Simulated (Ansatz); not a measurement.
The parent structure is a 16-atom supercell of Li3N (space group P6/mmm, No. 191; a = 3.6344 Å, c = 3.8645 Å) at its relaxed geometry.

(Cell as relaxed with PBE.)

Levels (all Ansatz, a program for electronic structure, PAW): PBE (420 eV, without spin-orbit coupling); PBEsol (420 eV, no SOC).

Each level relaxes its own structure.

The change: one N atom is removed, atoms relaxed at fixed cell, starting from a slightly rattled geometry.

| quantity | PBE | PBEsol |
|---|---|---|
| largest displacement of a host atom from its site in the perfect cell | 0.82 Å | [?] |
| pressure | 1.9 GPa | [?] |

Task: What does PBEsol give?

Result: 
- largest displacement of a host atom from its site in the perfect cell, PBEsol: 0.83 Å
- pressure, PBEsol: 2.0 GPa

The two differ in detail. Neither level is exact; PBEsol is the comparison here, not a measurement.

The magnetic state is the one reached from the starting moments; the real material's order can differ, and small cells can't hold many antiferromagnetic ones. The cell is small, so the values are those of an ordered compound at a high defect concentration; dilute-limit values will differ. A case with no gap was solved on a k-mesh chosen for an insulator, which is coarse for it. Seeded moments were not kept for N vacancy.
